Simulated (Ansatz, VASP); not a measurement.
**AlN in VASP and in Ansatz**

POSCAR

```
AlN
1.0
    0.0000000000      2.1628055152      2.1628055152
    2.1628055152      0.0000000000      2.1628055152
    2.1628055152      2.1628055152      0.0000000000
Al N
1 1
Direct
    0.0000000000      0.0000000000      0.0000000000
    0.7500000000      0.7500000000      0.7500000000
```

INCAR.step1

```
SYSTEM = AlN
PREC = Accurate
ENCUT = 520
ISMEAR = 0
SIGMA = 0.01
LREAL = .False.
LASPH = .True.
NELM = 80
NBANDS = 11
GGA = PE
ALGO = Normal
EDIFF = 1E-4
LWAVE = .True.
LCHARG = .False.
```

Contents of INCAR.step2:

```
SYSTEM = AlN
PREC = Accurate
ENCUT = 520
EDIFF = 1E-6
ISMEAR = 0
SIGMA = 0.01
LREAL = .False.
LASPH = .True.
NELM = 80
ALGO = Normal
ISIF = 2
LWAVE = .False.
LCHARG = .False.
METAGGA = R2SCAN
LMIXTAU = .True.
NBANDS = 11
ISTART = 1
```

KPOINTS

```
Automatic mesh
0
Gamma
  8 8 8
  0 0 0
```

Input for Ansatz:

```yaml
crystal:
  lattice:
    - [0.0, 2.1628055152, 2.1628055152]
    - [2.1628055152, 0.0, 2.1628055152]
    - [2.1628055152, 2.1628055152, 0.0]
  atoms:
    - { symbol: Al, position: [0.0, 0.0, 0.0] }
    - { symbol: "N", position: [0.75, 0.75, 0.75] }
kpoints:
  mp_grid: { grid: [8, 8, 8] }
hamiltonian:
  xc: r2scan
scf:
  occupations: { method: fixed }
  n_extra_bands: 4
output:
  forces: true
  stress: true
  eigenvalues: true
```

Alike in both runs: task single point; functional r2SCAN; k mesh 8 × 8 × 8; no spin polarisation.

|  | VASP | Ansatz |
| --- | --- | --- |
| version | VASP 6.6.1 | Ansatz 0.2.0 |
| potentials or method | VASP PAW PBE potentials, release 64 (Al, N) | plane waves, PAW |
| plane-wave cutoff (eV) | 520 | 500 |
| occupations | gaussian, width 0.01 eV | fixed |
| valence electrons in the cell | 8 | 8 |

|  | VASP | Ansatz | Ansatz less VASP |
| --- | --- | --- | --- |
| gap on the k mesh at the Fermi level (eV) | 3.96 | 3.97 | +0.008 |
| pressure (GPa) | 6.4 | 6.8 | +0.37 |

Caveats: the PAW data sets were made with another functional, which shifts forces and pressure a little (VASP). r2SCAN opens gaps a little over a GGA but as a rule still falls short of measured ones. A k mesh can miss the band edges.
